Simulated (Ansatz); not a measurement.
**Eu (sc type): a single-point run**

Wanted: a converged single-point run for Eu (sc type), and a check of what comes out.

Program: Ansatz 0.2.0. Level of theory: DFT, PBE, PAW with Ansatz's default frozen-core files, scalar-relativistic. These are calculated values, not measurements.

2 further runs of the same task are left out: 2 that didn't finish. Runs told in other sessions of the task aren't counted.

## Step 1: The starting structure

It takes space group Pm-3m (No. 221, cubic). The conventional cell has a = 2.225 Å, b = 2.225 Å, c = 2.225 Å, α = 90.00°, β = 90.00°, γ = 90.00°. Eu (site symmetry m-3m) is surrounded by 6 Eu at 2.23 Å.

As a file:

```cif
data_structure
_symmetry_space_group_name_H-M 'Pm-3m'
_symmetry_Int_Tables_number 221
_cell_length_a 2.2253
_cell_length_b 2.2253
_cell_length_c 2.2253
_cell_angle_alpha 90.000
_cell_angle_beta 90.000
_cell_angle_gamma 90.000
_cell_volume 11.02
loop_
_atom_site_label
_atom_site_type_symbol
_atom_site_symmetry_multiplicity
_atom_site_Wyckoff_symbol
_atom_site_fract_x
_atom_site_fract_y
_atom_site_fract_z
_atom_site_occupancy
Eu1 Eu 1 a 0.00000 0.00000 0.00000 1
```

## Step 2: The calculation

input.yaml

```yaml
crystal:
  lattice:
    - [2.22531751, 0.0, 0.0]
    - [0.0, 2.22531751, 0.0]
    - [0.0, 0.0, 2.22531751]
  atoms:
    - { symbol: Eu, position: [0.0, 0.0, 0.0], spin: 7.0 }
magnetization:
  spin_polarized: true
kpoints:
  mp_grid: { grid: [11, 11, 11] }
scf:
  occupations: { method: fermi_dirac, width: 0.1 }
  max_iter: 60
hamiltonian:
  xc: pbe
  pseudopotentials: { kind: paw }
output:
  forces: true
  stress: true
  eigenvalues: true
  populations: true
```

The run is started by

```sh
$ ansatz run input.yaml --threads 1 --pin off --max-ram 3072MiB --backend cpu --events-out ev --progress --plain --runs-dir out
```

Q: Will this input give a usable result? If not, why, and what should change?

This run ends as converged. It gives a pressure of 252 GPa, which is large; a structure far from rest gives such values too, whatever the setting.

The structure was scaled down until the atoms press into each other. The shortest distance in the input is 2.23 Å.

Remedy: restore the intended size.
